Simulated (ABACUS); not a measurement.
Runs of ABACUS 3.10.1 on NaCl. It takes space group Fm-3m (No. 225, cubic). Conventional cell: a = 5.588 Å, b = 5.588 Å, c = 5.588 Å, α = 90.00°, β = 90.00°, γ = 90.00°. Around Cl (site symmetry m-3m) lie 6 Na at 2.79 Å. Na (site symmetry m-3m) is surrounded by 6 Cl at 2.79 Å. The cell is a database's computed one.

```csv
task,level,potentials or basis,cell,k mesh,cutoff (eV),SCF threshold on the density,eigensolver,symmetry key,path,points for each segment of the path,gap on the mesh (eV),pressure (GPa),relaxed volume (Å³/atom)
single point,MS2,"SG15 ONCV 1.2 PBE, plane waves",as given,5 × 5 × 5,1401,1e-08,dav,1,-,-,6.22,104.5,-
single point,PBEsol,"PseudoDojo NC SR 0.5 PBE stringent, DZP LCAO (the cutoffs set its grid)",as given,7 × 7 × 7,1361,1e-07,scalapack_gvx,1,-,-,5.24,0.3,-
single point,SCAN,"SG15 ONCV 1.2 PBE, DZP LCAO (the cutoffs set its grid)",as given,6 × 6 × 6,1361,1e-07,genelpa,1,-,-,5.92,0.3,-
relaxation of cell and atoms,SCAN,"SG15 ONCV 1.2 PBE, DZP LCAO (the cutoffs set its grid)",relaxed,6 × 6 × 6,1361,1e-07,genelpa,1,-,-,-,0.0,(a)
relaxation of cell and atoms,PBEsol,"PseudoDojo NC SR 0.5 PBE stringent, DZP LCAO (the cutoffs set its grid)",relaxed,7 × 7 × 7,1361,1e-07,genelpa,1,-,-,-,0.0,22.06
```

Alike in all rows: no spin polarisation; smearing fermi-dirac 0.05 eV.

Task: Estimate the missing entries.

Result: (a) 22.04.

Caveats: the potentials were made for another functional, which shifts forces and pressure; the atomic orbitals were generated for these runs and aren't a published set (some runs); the basis of atomic orbitals isn't converged, which shifts pressures, moduli and gaps (some runs); a pressure of tens of GPa on the cell as given is suspect, and the run, the potentials or the cell itself is likely at fault (some runs).

Runs at the PBE level aren't shown here.
